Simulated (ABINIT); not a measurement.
# AlN (F-43m) in ABINIT: a series of runs

One crystal, AlN, is run at these levels: BP86, HLE16, PBE+D2, PBE, rPW86PBE; tasks: band structure, equation of state.

Everything below comes from runs of ABINIT 10.8.3 (patched build). Logs are shortened: lines on timing, memory, paths and dates and some standing lists are left out, and cuts for length are marked. The log counts tension as positive stress, the text compression.

**1. The crystal as given**

Symmetry: F-43m, No. 216, cubic system. Conventional cell: a = 4.368 Å, b = 4.368 Å, c = 4.368 Å, α = 90.00°, β = 90.00°, γ = 90.00°. Al (site symmetry -43m) has 4 N at 1.89 Å as nearest neighbours. Around N (site symmetry -43m) lie 4 Al at 1.89 Å.

Measurements of this composition are mostly on another form, of space group No. 186.

**2. Band structure, BP86**

run.abi

```
ndtset 2

pp_dirpath "./"
pseudos "Al.GGA_PBE-JTH.xml, N.GGA_PBE-JTH.xml"

acell 3*1.0
rprim
     0.0000000000     4.1271496856     4.1271496856
     4.1271496856     0.0000000000     4.1271496856
     4.1271496856     4.1271496856     0.0000000000
ntypat 2
znucl 13 7
natom 2
typat 1 2
xred
     0.0000000000     0.0000000000     0.0000000000
     0.2500000000     0.2500000000     0.2500000000

ecut 25.0
pawecutdg 47.0

ixc -106132

occopt 3
tsmear 0.05 eV

nstep 100

iomode 3
prtwf 0
prteig 0
prtebands 0
enunit 1
prtden1 1
prtvha1 1
prtvclmb1 1
prtpot1 1

kptopt1 1
ngkpt1 10 10 10
nshiftk1 1
shiftk1 0.0 0.0 0.0
nband1 8
tolvrs1 1.0e-9

iscf2 -2
getden2 1
nband2 12
nbdbuf2 2
tolwfr2 1.0e-12
kptopt2 -9
ndivsm2 6
prteig2 1
kptbounds2
     0.0000000000     0.0000000000     0.0000000000
     0.5000000000     0.0000000000     0.5000000000
     0.5000000000     0.2500000000     0.7500000000
     0.3750000000     0.3750000000     0.7500000000
     0.0000000000     0.0000000000     0.0000000000
     0.5000000000     0.5000000000     0.5000000000
     0.6250000000     0.2500000000     0.6250000000
     0.5000000000     0.2500000000     0.7500000000
     0.5000000000     0.5000000000     0.5000000000
     0.3750000000     0.3750000000     0.7500000000
```

Potentials or basis: JTH PAW PBE v2.0.

Command:

```bash
$ abinit run.abi > log 2>&1
```

run.abo:

```text
.Version 10.8.3 of ABINIT
 DATASET    1 : space group F-4 3 m (#216); Bravais cF (face-center cubic)
================================================================================
 Values of the parameters that define the memory need for DATASET  1.
     intxc =       0    ionmov =       0      iscf =      17    lmnmax =       8
     lnmax =       4     mgfft =      30  mpssoang =       2    mqgrid =    3001
     natom =       2  nloc_mem =       2    nspden =       1   nspinor =       1
    nsppol =       1      nsym =      24    n1xccc =       1    ntypat =       2
    occopt =       3   xclevel =       2
       mpw =         866          nfft =       27000          nkpt =          47
 PAW method is used; the additional fine FFT grid is defined by:
   mgfftf=        40    nfftf =     64000
================================================================================
================================================================================

 DATASET    2 : space group F-4 3 m (#216); Bravais cF (face-center cubic)
================================================================================
 Values of the parameters that define the memory need for DATASET  2.
     intxc =       0    ionmov =       0      iscf =      -2    lmnmax =       8
     lnmax =       4     mgfft =      30  mpssoang =       2    mqgrid =    3001
     natom =       2  nloc_mem =       2    nspden =       1   nspinor =       1
    nsppol =       1      nsym =      24    n1xccc =       1    ntypat =       2
    occopt =       3   xclevel =       2
       mpw =         872          nfft =       27000          nkpt =         103
 PAW method is used; the additional fine FFT grid is defined by:
   mgfftf=        40    nfftf =     64000
================================================================================
================================================================================

--------------------------------------------------------------------------------
------------- Echo of variables that govern the present computation ------------
--------------------------------------------------------------------------------
 -outvars: echo values of preprocessed input variables --------
            acell      1.0000000000E+00  1.0000000000E+00  1.0000000000E+00 Bohr
              amu      2.69815390E+01  1.40067400E+01
             ecut      2.50000000E+01 Hartree
           enunit           1
           getden1          0
           getden2          1
             iscf1         17
             iscf2         -2
                       outvar_i_n : Printing only first  50 k-points.
              ixc     -106132
           jdtset        1    2
                       outvar_i_n : Printing only first  50 k-points.
           kptopt1          1
           kptopt2         -9
         kptrlatt       10    0    0      0   10    0      0    0   10
          kptrlen1     5.83667106E+01
          kptrlen2     3.00000000E+01
            natom           2
            nband1          8
            nband2         12
           nbdbuf1          0
           nbdbuf2          2
           ndtset           2
           ndivsm1          0
           ndivsm2          6
            ngfft          30      30      30
          ngfftdg          40      40      40
             nkpt1         47
             nkpt2        103
            nstep         100
             nsym          24
           ntypat           2
           occopt           3
        pawecutdg      4.70000000E+01 Hartree
         pawxcdev           0
        prtebands           0
           prteig1          0
           prteig2          1
           prtpot1          1
           prtpot2          0
         prtvclmb1          1
         prtvclmb2          0
           prtvha1          1
           prtvha2          0
            prtwf           0
            rprim      0.0000000000E+00  4.1271496856E+00  4.1271496856E+00
                       4.1271496856E+00  0.0000000000E+00  4.1271496856E+00
                       4.1271496856E+00  4.1271496856E+00  0.0000000000E+00
           shiftk1     0.00000000E+00  0.00000000E+00  0.00000000E+00
           shiftk2     5.00000000E-01  5.00000000E-01  5.00000000E-01
          spgroup         216
           tolvrs1     1.00000000E-09
           tolvrs2     0.00000000E+00
           tolwfr1     0.00000000E+00
           tolwfr2     1.00000000E-12
           tsmear      1.83746611E-03 Hartree
            typat      1  2
           useylm           1
                       outvars : Printing only first  50 k-points.
           xangst      0.0000000000E+00  0.0000000000E+00  0.0000000000E+00
                       1.0919967791E+00  1.0919967791E+00  1.0919967791E+00
            xcart      0.0000000000E+00  0.0000000000E+00  0.0000000000E+00
[... 204 lines left out ...]

 Cartesian components of stress tensor (hartree/bohr^3)
  sigma(1 1)= -1.85335004E-04  sigma(3 2)=  0.00000000E+00
  sigma(2 2)= -1.85335004E-04  sigma(3 1)=  0.00000000E+00
  sigma(3 3)= -1.85335004E-04  sigma(2 1)=  0.00000000E+00

-Cartesian components of stress tensor (GPa)         [Pressure=  5.4527E+00 GPa]
- sigma(1 1)= -5.45274408E+00  sigma(3 2)=  0.00000000E+00
- sigma(2 2)= -5.45274408E+00  sigma(3 1)=  0.00000000E+00
- sigma(3 3)= -5.45274408E+00  sigma(2 1)=  0.00000000E+00

================================================================================
== DATASET  2 ==================================================================

--- !DatasetInfo
iteration_state: {dtset: 2, }
dimensions: {natom: 2, nkpt: 103, mband: 12, nsppol: 1, nspinor: 1, nspden: 1, mpw: 872, }
cutoff_energies: {ecut:  25.0, pawecutdg:  47.0, }
electrons: {nelect:   8.00000000E+00, charge:   0.00000000E+00, occopt:   3.00000000E+00, tsmear:   1.83746611E-03, }
meta: {optdriver: 0, ionmov: 0, optcell: 0, iscf: -2, paral_kgb: 0, }
...

 mkfilename : getden/=0, take file _DEN from output of DATASET   1.

 Real(R)+Recip(G) space primitive vectors, cartesian coordinates (Bohr,Bohr^-1):
 R(1)=  0.0000000  4.1271497  4.1271497  G(1)= -0.1211490  0.1211490  0.1211490
 R(2)=  4.1271497  0.0000000  4.1271497  G(2)=  0.1211490 -0.1211490  0.1211490
 R(3)=  4.1271497  4.1271497  0.0000000  G(3)=  0.1211490  0.1211490 -0.1211490
 Unit cell volume ucvol=  1.4059849E+02 bohr^3
 Angles (23,13,12)=  6.00000000E+01  6.00000000E+01  6.00000000E+01 degrees

 Coarse grid specifications (used for wave-functions):

 getcut: wavevector=  0.0000  0.0000  0.0000  ngfft=  30  30  30
         ecut(hartree)=     25.000   => boxcut(ratio)=   2.28614

 getcut : COMMENT -
  Note that boxcut > 2.2 ; recall that boxcut=Gcut(box)/Gcut(sphere) = 2
  is sufficient for exact treatment of convolution.
  Such a large boxcut is a waste : you could raise ecut
  e.g. ecut=   32.665240 Hartrees makes boxcut=2

 Fine grid specifications (used for densities):

 getcut: wavevector=  0.0000  0.0000  0.0000  ngfft=  40  40  40
         ecut(hartree)=     47.000   => boxcut(ratio)=   2.22065

 getcut : COMMENT -
  Note that boxcut > 2.2 ; recall that boxcut=Gcut(box)/Gcut(sphere) = 2
  is sufficient for exact treatment of convolution.
  Such a large boxcut is a waste : you could raise ecut
  e.g. ecut=   57.942777 Hartrees makes boxcut=2
[... 505 lines left out ...]
  4.73E-13  1.76E-13  3.40E-13  2.75E-13  1.67E-13  7.45E-14  1.45E-13  3.78E-13
  3.02E-13  7.04E-13  4.65E-08  2.85E-06
 -1.9935E-01  9.0856E-02  1.3582E-01  2.1399E-01  4.7437E-01  6.3145E-01
  7.2296E-01  7.5687E-01  8.3698E-01  9.6639E-01  1.1467E+00  1.1753E+00
 Non-SCF case, kpt  102 (  0.38750  0.38750  0.72500), residuals and eigenvalues=
  1.28E-13  4.29E-13  2.80E-13  1.49E-13  7.33E-13  2.31E-13  4.76E-13  1.49E-13
  3.44E-13  9.51E-13  9.21E-07  1.17E-05
 -1.9694E-01  9.9981E-02  1.2467E-01  2.1029E-01  4.6139E-01  6.3309E-01
  7.3150E-01  7.6958E-01  8.2476E-01  9.7570E-01  1.1608E+00  1.1995E+00
 Non-SCF case, kpt  103 (  0.37500  0.37500  0.75000), residuals and eigenvalues=
  3.23E-13  2.89E-13  6.52E-13  2.55E-13  1.25E-13  9.32E-13  5.76E-13  2.03E-13
  7.82E-13  2.87E-13  4.21E-07  2.20E-03
 -1.9557E-01  1.0131E-01  1.2462E-01  2.0719E-01  4.5069E-01  6.3032E-01
  7.3877E-01  7.7954E-01  8.1770E-01  9.9021E-01  1.1612E+00  1.2361E+00

--- !ResultsGS
iteration_state: {dtset: 2, }
comment   : Summary of ground state results
lattice_vectors:
- [  0.0000000,   4.1271497,   4.1271497, ]
- [  4.1271497,   0.0000000,   4.1271497, ]
- [  4.1271497,   4.1271497,   0.0000000, ]
lattice_lengths: [   5.83667,    5.83667,    5.83667, ]
lattice_angles: [ 60.000,  60.000,  60.000, ] # degrees, (23, 13, 12)
lattice_volume:   1.4059849E+02
convergence: {deltae:  0.000E+00, res2:  0.000E+00, residm:  9.965E-13, diffor:  0.000E+00, }
etotal    :  -1.22264020E+01
entropy   :   0.00000000E+00
fermie    :   3.10546851E-01
cartesian_stress_tensor: null
pressure_GPa: null
xred      :
- [  0.0000E+00,   0.0000E+00,   0.0000E+00, Al]
- [  2.5000E-01,   2.5000E-01,   2.5000E-01,  N]
cartesian_forces: null
force_length_stats: {min: null, max: null, mean: null, }
...

 Integrated electronic density in atomic spheres:
 ------------------------------------------------
 Atom  Sphere_radius  Integrated_density
    1        1.90363          0.90220363
    2        1.20497          2.64583354

================================================================================

 ----iterations are completed or convergence reached----

 Mean square residual over all n,k,spin=   41.044E-14; max=  99.649E-14
 reduced coordinates (array xred) for    2 atoms
       0.000000000000      0.000000000000      0.000000000000
       0.250000000000      0.250000000000      0.250000000000

 cartesian coordinates (angstrom) at end:
    1      0.00000000000000     0.00000000000000     0.00000000000000
    2      1.09199677906168     1.09199677906168     1.09199677906168
 length scales=  1.000000000000  1.000000000000  1.000000000000 bohr
              =  0.529177210544  0.529177210544  0.529177210544 angstroms
 Eigenvalues (   eV  ) for nkpt= 103  k points:
 kpt#   1, nband= 12, wtk=  1.00000, kpt=  0.0000  0.0000  0.0000 (reduced coord)
  -7.97689    7.01637    7.01637    7.01637   11.26554   19.55186   19.55186   19.55186
  24.72299   24.72299   26.17236   26.17236
 kpt#   2, nband= 12, wtk=  1.00000, kpt=  0.0294  0.0000  0.0294 (reduced coord)
  -7.95988    6.93341    6.99749    6.99749   11.35662   19.49186   19.57750   19.57750
  24.17004   24.74919   26.22627   26.22640
 kpt#   3, nband= 12, wtk=  1.00000, kpt=  0.0588  0.0000  0.0588 (reduced coord)
  -7.90908    6.70549    6.94201    6.94201   11.60622   19.32050   19.65325   19.65325
  23.18488   24.82776   26.38756   26.38758
 kpt#   4, nband= 12, wtk=  1.00000, kpt=  0.0882  0.0000  0.0882 (reduced coord)
  -7.82516    6.37776    6.85321    6.85321   11.96037   19.06021   19.77579   19.77579
  22.14362   24.95865   26.65474   26.65475
 kpt#   5, nband= 12, wtk=  1.00000, kpt=  0.1176  0.0000  0.1176 (reduced coord)
  -7.70927    5.99261    6.73629    6.73629   12.35989   18.74012   19.94018   19.94018
  21.14002   25.14172   27.02550   27.02550
 kpt#   6, nband= 12, wtk=  1.00000, kpt=  0.1471  0.0000  0.1471 (reduced coord)
  -7.56317    5.57958    6.59742    6.59742   12.74515   18.39150   20.14063   20.14063
[... 278 lines left out ...]
  -5.59914    1.93754    4.56135    6.05527   13.78081   16.62220   19.38756   19.76470
  23.71504   26.19705   29.18117   31.60723
 kpt# 100, nband= 12, wtk=  1.00000, kpt=  0.4125  0.4125  0.6750 (reduced coord)
  -5.50799    2.19563    4.10613    5.93571   13.31904   16.97613   19.49501   20.19328
  23.20976   26.18543   30.24436   31.75193
 kpt# 101, nband= 12, wtk=  1.00000, kpt=  0.4000  0.4000  0.7000 (reduced coord)
  -5.42470    2.47232    3.69583    5.82289   12.90818   17.18269   19.67287   20.59546
  22.77532   26.29693   31.20233   31.98179
 kpt# 102, nband= 12, wtk=  1.00000, kpt=  0.3875  0.3875  0.7250 (reduced coord)
  -5.35910    2.72061    3.39236    5.72224   12.55512   17.22717   19.90512   20.94146
  22.44297   26.55003   31.58600   32.63952
 kpt# 103, nband= 12, wtk=  1.00000, kpt=  0.3750  0.3750  0.7500 (reduced coord)
  -5.32169    2.75665    3.39105    5.63796   12.26401   17.15177   20.10302   21.21237
  22.25072   26.94487   31.59784   33.63637

== END DATASET(S) ==============================================================
================================================================================

 -outvars: echo values of variables after computation  --------
            acell      1.0000000000E+00  1.0000000000E+00  1.0000000000E+00 Bohr
           etotal1    -1.2226402000E+01
            fcart1     1.6310561939E-29  1.6310561939E-29 -4.8931685817E-29
                      -1.6310561939E-29 -1.6310561939E-29  4.8931685817E-29
            rprim      0.0000000000E+00  4.1271496856E+00  4.1271496856E+00
                       4.1271496856E+00  0.0000000000E+00  4.1271496856E+00
                       4.1271496856E+00  4.1271496856E+00  0.0000000000E+00
           strten1    -1.8533500425E-04 -1.8533500425E-04 -1.8533500425E-04
                       0.0000000000E+00  0.0000000000E+00  0.0000000000E+00
           xangst      0.0000000000E+00  0.0000000000E+00  0.0000000000E+00
                       1.0919967791E+00  1.0919967791E+00  1.0919967791E+00
             xred      0.0000000000E+00  0.0000000000E+00  0.0000000000E+00
                       2.5000000000E-01  2.5000000000E-01  2.5000000000E-01
 Calculation completed.
```

Wall time 30 s (1 thread of Arm Neoverse V1, shared host); peak memory 0.11 GiB.

Results:

- Free energy: -332.6973 eV
- Band gap on the k mesh: 3.41 eV, indirect (least direct gap 4.25 eV)
- Valence electrons inside the program's atomic spheres: Al 0.90; N 2.65

Levels at the corners of the path, in eV from the valence-band top:
```tsv
point	band 1	band 2	band 3	band 4	band 5	band 6	band 7	band 8	band 9
Γ	-14.99	0.00	0.00	0.00	4.25	12.54	12.54	12.54	17.71
X	-12.32	-4.90	-1.78	-1.78	3.41	8.63	13.97	15.75	15.75
W	-12.26	-3.79	-3.43	-2.69	6.13	11.48	11.99	12.15	17.23
K	-12.34	-4.26	-3.63	-1.38	5.25	10.14	13.09	14.20	15.23
Γ	-14.99	0.00	0.00	0.00	4.25	12.54	12.54	12.54	17.71
L	-12.95	-5.84	-0.49	-0.49	7.39	9.96	11.16	11.16	18.05
U	-12.34	-4.26	-3.63	-1.38	5.25	10.14	13.09	14.20	15.23
W	-12.26	-3.79	-3.43	-2.69	6.13	11.48	11.99	12.15	17.23
L	-12.95	-5.84	-0.49	-0.49	7.39	9.96	11.16	11.16	18.05
K	-12.34	-4.26	-3.63	-1.38	5.25	10.14	13.09	14.20	15.23
```

Caveat: the cutoff is too short for stress, so the log's stress isn't used; the PAW data sets were made with another functional, which shifts forces and pressure a little.

**3. Band structure, HLE16**

run.abi: that of step 2 with these lines changed.

```diff
@@ -1,6 +1,9 @@
+# Datasets: ground state, then fixed potential
 ndtset 2
 
+# Pseudopotentials
 pp_dirpath "./"
-pseudos "Al.GGA_PBE-JTH.xml, N.GGA_PBE-JTH.xml"
+pseudos "Al.upf, N.upf"
 
+# Structure
 acell 3*1.0
@@ -18,7 +21,9 @@
 
-ecut 25.0
-pawecutdg 47.0
+# Plane-wave basis
+ecut 42.0
 
-ixc -106132
+# Exchange and correlation
+ixc -545
 
+# Bands and occupations
 occopt 3
@@ -26,4 +31,6 @@
 
+# SCF cycle
 nstep 100
 
+# Output
 iomode 3
@@ -37,3 +44,5 @@
 prtpot1 1
+prtelf1 1
 
+# Dataset 1
 kptopt1 1
@@ -43,4 +52,5 @@
 nband1 8
-tolvrs1 1.0e-9
+tolvrs1 1.0e-10
 
+# Dataset 2: bands along G-X-W-K-G-L-U-W-L-K
 iscf2 -2
@@ -53,2 +63,3 @@
 prteig2 1
+prtvol2 -3
 kptbounds2
```

Potentials or basis: PseudoDojo NC SR PBE v0.4.1 standard.

Command:

```bash
$ abinit run.abi > log 2>&1
```

Run time: 61 s. Hardware: 1 thread of Arm Neoverse V1, shared host; peak memory 0.11 GiB.

Results (log left out):

| Property | Result |
| --- | --- |
| Free energy | -372.3290 eV |
| Pressure | -32.7 GPa |
| Band gap on the k mesh | 4.49 eV, indirect (least direct gap 4.98 eV) |
| Band gap along the path | 4.49 eV, indirect (least direct gap 4.98 eV) |
| Valence electrons inside the program's atomic spheres | Al 1.07; N 5.56 |

Levels at the corners of the path, in eV from the valence-band top:
| point | band 2 | band 3 | band 4 | band 5 | band 6 | band 7 |
| --- | --- | --- | --- | --- | --- | --- |
| Γ | 0.00 | 0.00 | 0.00 | 4.98 | 13.31 | 13.31 |
| X | -4.48 | -1.60 | -1.60 | 4.49 | 9.66 | 14.38 |
| W | -3.50 | -3.02 | -2.31 | 6.90 | 12.42 | 12.48 |
| K | -3.89 | -3.18 | -1.24 | 6.19 | 10.91 | 13.53 |
| Γ | 0.00 | 0.00 | 0.00 | 4.98 | 13.31 | 13.31 |
| L | -5.30 | -0.45 | -0.45 | 8.26 | 10.53 | 12.08 |
| U | -3.89 | -3.18 | -1.24 | 6.19 | 10.91 | 13.53 |
| W | -3.50 | -3.02 | -2.31 | 6.90 | 12.42 | 12.48 |
| L | -5.30 | -0.45 | -0.45 | 8.26 | 10.53 | 12.08 |
| K | -3.89 | -3.18 | -1.24 | 6.19 | 10.91 | 13.53 |

Caveat: the cell as given lies far from equilibrium; the potentials were made for a functional far from this one; so large a pressure means that the cell lies far from this level's equilibrium, or that cutoff or potentials fall short; the potentials were made for another functional, which shifts forces and pressure.

[end of part 1 of 2]
